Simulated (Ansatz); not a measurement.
# InSe (P2_1/m) in Ansatz: a series of runs

The runs below take InSe through single point, with PBE.

All numbers are computed with Ansatz 0.2.0; they aren't measurements. Logs are shortened: lines on timing, memory, paths and dates and some standing lists are left out, and cuts for length are marked.

## (1) Starting point

Symmetry: P2_1/m, No. 11, monoclinic system. Conventional cell: a = 3.980 Å, b = 16.930 Å, c = 4.051 Å, α = 90.00°, β = 118.27°, γ = 90.00°. Around In (site symmetry 1) lie 3 Se at 2.48 to 2.55 Å. Se (site symmetry 1) is surrounded by 3 In at 2.48 to 2.55 Å.

## (2) Single point, PBE, 30.05 Å³/atom

input.yaml

```yaml
crystal:
  lattice:
    - [4.05, -0.081, 0.0]
    - [-2.0951480577, 3.5479028853, 0.0]
    - [0.0, 0.0, 16.93]
  atoms:
    - { symbol: In, position: [0.6666666667, 0.3333333333, 0.843] }
    - { symbol: In, position: [0.3333333333, 0.6666666667, 0.343] }
    - { symbol: In, position: [0.6666666667, 0.3333333333, 0.657] }
    - { symbol: In, position: [0.3333333333, 0.6666666667, 0.157] }
    - { symbol: Se, position: [0.6666666667, 0.3333333333, 0.398] }
    - { symbol: Se, position: [0.3333333333, 0.6666666667, 0.898] }
    - { symbol: Se, position: [0.6666666667, 0.3333333333, 0.102] }
    - { symbol: Se, position: [0.3333333333, 0.6666666667, 0.602] }
hamiltonian:
  xc: pbe
  pseudopotentials: { kind: paw }
kpoints:
  mp_grid: { grid: [7, 6, 2] }
scf:
  occupations: { method: fermi_dirac, width: 0.05 }
output:
  forces: true
  stress: true
  eigenvalues: true
```

Potentials or basis: Ansatz PAW.

Run with:

```sh
$ ansatz run input.yaml --threads 4 --pin off --max-ram 11264MiB --backend cpu --events-out ev --progress --plain --runs-dir out
```

The log of the run:

```text
Warning: RAYON_NUM_THREADS=4 ignored (pool sized by the plan → 4); use --threads N
Engine: ansatz 0.2.0, aarch64-unknown-linux-gnu
Pseudopotentials: kind: paw
Pseudopotential: In, paw, valence charge 13, recommended cutoff 420 eV (normal), In.paw.azcp
Pseudopotential: Se, paw, valence charge 16, recommended cutoff 420 eV (normal), Se.paw.azcp
Functional definition: PBE
  parameter kappa = 0.804
  parameter beta = 0.06672455060314922
  exchange = pbe_x(kappa = kappa, mu = beta*pi^2/3)
  correlation = pbe_c(beta = beta)
Crystal: 8 atoms, lattice volume = 240.394 Å³
Basis set: ecut = 420 eV, 4713 PW (Γ), exchange–correlation on 60×60×240 points (8 copies of the dense FFT grid, shifted against one another)
Bands: 70, of which v1, the nominal top of the filled ones, is band 58 counted from 1 (57 counted from 0)
Symmetry: 4 space group operations
Space group: P21/m (ITA 11), of the structure as read, at distance tolerance 6.2e-5 Å
k-points: 44 of 84
Non-local potential: In, projectors of the file, l = 0: 2, l = 1: 2, l = 2: 2, l = 3: 2
Non-local potential: Se, projectors of the file, l = 0: 2, l = 1: 2, l = 2: 3, l = 3: 1
PAW form: soft (Blöchl's): semilocal exchange-correlation on the pseudo side does not see the compensation charge
PAW one-centre angular grid: In, 590 points (default); XC on 64 Gauss nodes
PAW one-centre angular grid: Se, 590 points (default); XC on 64 Gauss nodes
Initial density: superposition of atomic densities (neutral atoms: chi_scale 0, normalization atom), corrected by the library's trained network
Initial wavefunctions: pseudopotential atomic-orbital guess
Functional: x = pbe(κ = 0.804, μ = 0.2195149727645171), c = pbe(β = 0.06672455060314922)
SCF iter   1: F=—  HF=-44269.938127 eV  |F-HF|=—  |Δ(HF+E_count)|=         —  Δρ=1.91e-3  dr2=4.54e-2  ethr=1.77e-3  ⟨swp⟩=6.1  Hψ=12308  notcnv=0  defer=6
preconditioner: auto → LDOS  [insulator: Δε(μ)=0.314 eV  Ē_g=14.250 eV  σ=0.050 eV  W_gap=0.77  n_scr=66 (ndim 8)  ℏωp=20.9 eV  f_vac=0.138  D(μ)=0.41/eV (n_scr^D=2)  ε∞_Penn≈3.1  β→1.0]
SCF iter   2: F=—  HF=-44269.969734 eV  |F-HF|=—  |Δ(HF+E_count)|=   3.16e-2  Δρ=3.39e-3  dr2=1.78e-1  ethr=3.91e-5  ⟨swp⟩=3.0  Hψ=5779  notcnv=0  defer=247
SCF iter   3: F=—  HF=-44269.931220 eV  |F-HF|=—  |Δ(HF+E_count)|=   3.85e-2  Δρ=3.88e-4  dr2=1.01e-3  ethr=3.91e-5  ⟨swp⟩=2.9  Hψ=5018  notcnv=0  defer=247
SCF iter   4: F=—  HF=-44269.930966 eV  |F-HF|=—  |Δ(HF+E_count)|=   2.54e-4  Δρ=8.30e-5  dr2=2.99e-5  ethr=8.70e-7  ⟨swp⟩=2.5  Hψ=4643  notcnv=0  defer=203
automatic band count: iteration 4 solves 69 bands in place of 70: the levels show a gap, and the empty bands left out lie too high to hold charge; the band table lists the bands solved (type scf.n_extra_bands for more)
SCF iter   5: F=—  HF=-44269.930996 eV  |F-HF|=—  |Δ(HF+E_count)|=   2.95e-5  Δρ=1.97e-5  dr2=1.06e-6  ethr=2.57e-8  ⟨swp⟩=2.0  Hψ=5592  notcnv=0  defer=203
SCF iter   6: F=-44269.930995 eV  HF=-44269.930995 eV  |F-HF|=7.76e-8  |Δ(HF+E_count)|=   3.67e-7  Δρ=4.47e-6  dr2=4.03e-8  ethr=8.62e-11  ⟨swp⟩=10.3  Hψ=14948  notcnv=0
SCF 1 converged in 6 iterations: F = -44269.930995 eV  dr2 = 4.03e-8
SCF converged after 6 iterations
Free energy (F): -44269.930995 eV
Harris-Foulkes:  -44269.930995 eV  (|F-HF|=7.76e-8)
Internal energy: -44269.927476 eV  (E = F + TS)
E sigma→0 (E₀):  -44269.929236 eV
Entropy (-TS):   -0.003519 eV (-0.440 meV/atom)
Fermi energy:    7.412928 eV
--- Per-component energies (eV) ---
  E_band       = -1877.514686
  E_kinetic    = 1456.334431
  E_local      = -16630.559927  (includes V_loc(G=0)·N_el)
  E_nonlocal   = -915.045673
  E_hartree    = 7670.855530
  E_xc         = -1281.556484
  E_vxc        = -794.427882  (∫ρ·V_xc dr)
  E_paw        = -24264.214121  (= ΣΔE_a)
  E_vpaw       = -335.521426  (= ΣTr[D̂ρ^β])
  E_aug_tail   = -0.002240  (compensation charges beyond the density's cutoff)
  E_ewald      = -10305.738991
  E_smearing   = -0.003519  (= −TS)
  E_closure    = -0.000000  (closes the sum)
  Σ components = -44269.930995   (vs F -44269.930995, Δ=0.00e0)
--- Forces (eV/Å), atoms counted from 1 ---
  atom   1  In    -0.44643199    -0.02220278    -2.88339191
  atom   2  In     0.44643199     0.02220278    -2.88339191
  atom   3  In    -0.44643199    -0.02220278     2.88339191
  atom   4  In     0.44643199     0.02220278     2.88339191
  atom   5  Se    -0.45294467    -0.02225121     2.01253774
  atom   6  Se     0.45294467     0.02225121     2.01253774
  atom   7  Se    -0.45294467    -0.02225121    -2.01253774
  atom   8  Se     0.45294467     0.02225121    -2.01253774
  max |Σ_I F_I| component: 8.88e-16 eV/Å
--- Stress (GPa, compression-positive) ---
       10.679580       1.614042       0.000000
        1.614042      10.583891       0.000000
        0.000000       0.000000       1.838788
  P = ⅓ Tr σ = 7.7008 GPa (77.008 kbar)
--- Band table (eV; the first three rows and the last of 44) ---
  k-point 0: bands = ["-40.7079", "-40.7079", "-40.7079", "-40.7079", "-40.7065", "-40.7065", "-40.7065", "-40.7065", "-40.6245", "-40.6245", "-40.6244", "-40.6244", "-40.6216", "-40.6216", "-40.6216", "-40.6216", "-40.5957", "-40.5957", "-40.5957", "-40.5957", "-7.9166", "-7.9051", "-7.8248", "-7.8082", "-7.7149", "-7.7145", "-7.7079", "-7.7076", "-7.6950", "-7.6946", "-7.6818", "-7.6804", "-7.5138", "-7.5137", "-7.5100", "-7.5098", "-7.4437", "-7.4435", "-7.4374", "-7.4372", "-6.7317", "-6.6025", "-6.5550", "-6.4236", "1.6014", "1.9444", "3.0845", "3.7844", "4.9918", "5.0513", "5.0907", "5.1342", "5.1543", "5.1936", "5.2313", "5.2941", "6.0143", "7.0087", "7.3032", "7.7871", "8.6069", "8.9578", "10.9891", "11.1326", "11.3928", "11.5335", "11.6265", "11.8175", "12.0510"]
  k-point 1: bands = ["-40.7079", "-40.7079", "-40.7079", "-40.7079", "-40.7065", "-40.7065", "-40.7065", "-40.7065", "-40.6245", "-40.6245", "-40.6244", "-40.6244", "-40.6216", "-40.6216", "-40.6216", "-40.6216", "-40.5957", "-40.5957", "-40.5957", "-40.5957", "-7.9113", "-7.9113", "-7.8161", "-7.8161", "-7.7147", "-7.7147", "-7.7078", "-7.7078", "-7.6948", "-7.6948", "-7.6811", "-7.6811", "-7.5138", "-7.5138", "-7.5099", "-7.5099", "-7.4436", "-7.4436", "-7.4373", "-7.4373", "-6.6882", "-6.6882", "-6.4682", "-6.4682", "1.7458", "1.7458", "3.4403", "3.4403", "5.0131", "5.0131", "5.1304", "5.1304", "5.1554", "5.1554", "5.2708", "5.2708", "6.4225", "6.4225", "7.6559", "7.6559", "8.7800", "8.7800", "11.0509", "11.0509", "11.4537", "11.4537", "11.7314", "11.7314", "12.1545"]
  k-point 2: bands = ["-40.7079", "-40.7079", "-40.7079", "-40.7079", "-40.7065", "-40.7065", "-40.7065", "-40.7065", "-40.6245", "-40.6245", "-40.6244", "-40.6244", "-40.6216", "-40.6216", "-40.6216", "-40.6216", "-40.5956", "-40.5956", "-40.5956", "-40.5956", "-8.0351", "-8.0225", "-7.9955", "-7.9810", "-7.6930", "-7.6926", "-7.6716", "-7.6713", "-7.6474", "-7.6471", "-7.5409", "-7.5405", "-7.5261", "-7.5255", "-7.5111", "-7.5110", "-7.4476", "-7.4475", "-7.4374", "-7.4373", "-6.4567", "-6.3370", "-6.3184", "-6.1936", "1.6762", "1.8174", "2.9546", "2.9924", "3.7125", "3.8780", "4.0816", "4.6943", "4.7310", "4.7765", "4.8140", "4.9068", "6.6730", "7.3037", "8.3651", "8.7267", "9.2946", "9.5762", "10.6754", "10.9297", "11.1601", "11.4913", "11.7979", "11.8882", "12.2260"]
  k-point 43: bands = ["-40.7079", "-40.7079", "-40.7078", "-40.7078", "-40.7063", "-40.7063", "-40.7063", "-40.7063", "-40.6245", "-40.6245", "-40.6244", "-40.6244", "-40.6216", "-40.6216", "-40.6216", "-40.6216", "-40.5956", "-40.5956", "-40.5956", "-40.5956", "-8.2019", "-8.2019", "-8.1785", "-8.1785", "-7.6510", "-7.6510", "-7.6183", "-7.6183", "-7.5826", "-7.5826", "-7.5444", "-7.5444", "-7.5076", "-7.5076", "-7.4904", "-7.4904", "-7.4493", "-7.4493", "-7.3753", "-7.3753", "-5.6403", "-5.6403", "-5.5295", "-5.5295", "0.7636", "0.7636", "1.2429", "1.2429", "3.3138", "3.3138", "3.5567", "3.5567", "3.7382", "3.7382", "4.7305", "4.7305", "6.5598", "6.5598", "9.3949", "9.3949", "9.7172", "9.7172", "10.9663", "10.9663", "11.2871", "11.2871", "11.8341", "11.8341", "12.7956"]
```

It took 8.9 s on 4 threads of Arm Neoverse V1, shared host; peak memory 1 GiB.

Results:

| Quantity | Value |
| --- | --- |
| Free energy | -44269.9310 eV |
| Pressure | 7.7 GPa |
| Largest force | 2.918 eV/Å |
| Band gap on the k mesh | none (metal or under the smearing width) |

Caveat: this functional lacks dispersion, which binds the layers, so the pressure and a relaxed spacing across them are unreliable; forces of over 1 eV/Å show positions far from the minimum, so gaps and moduli don't describe the material at rest.

## (3) Single point, PBE, 30.06 Å³/atom

Changes to input.yaml since step 2:

```diff
@@ -2,4 +2,4 @@
   lattice:
-    - [4.05, -0.081, 0.0]
-    - [-2.0951480577, 3.5479028853, 0.0]
+    - [4.05, -0.0405, 0.0]
+    - [-2.0600740289, 3.5276528853, 0.0]
     - [0.0, 0.0, 16.93]
```

Potentials or basis: Ansatz PAW.

Run with:

```sh
$ ansatz run input.yaml --threads 4 --pin off --max-ram 11264MiB --backend cpu --events-out ev --progress --plain --runs-dir out
```

Run time: 9 s. Hardware: 4 threads of Arm Neoverse V1, shared host; peak memory 1 GiB.

The run converged. Its results:

| Property | Result |
| --- | --- |
| Free energy | -44269.9719 eV |
| Pressure | 7.6 GPa |
| Largest force | 2.882 eV/Å |
| Band gap on the k mesh | none (metal or under the smearing width) |

Caveat: this functional lacks dispersion, which binds the layers, so the pressure and a relaxed spacing across them are unreliable; forces of over 1 eV/Å show positions far from the minimum, so gaps and moduli don't describe the material at rest.
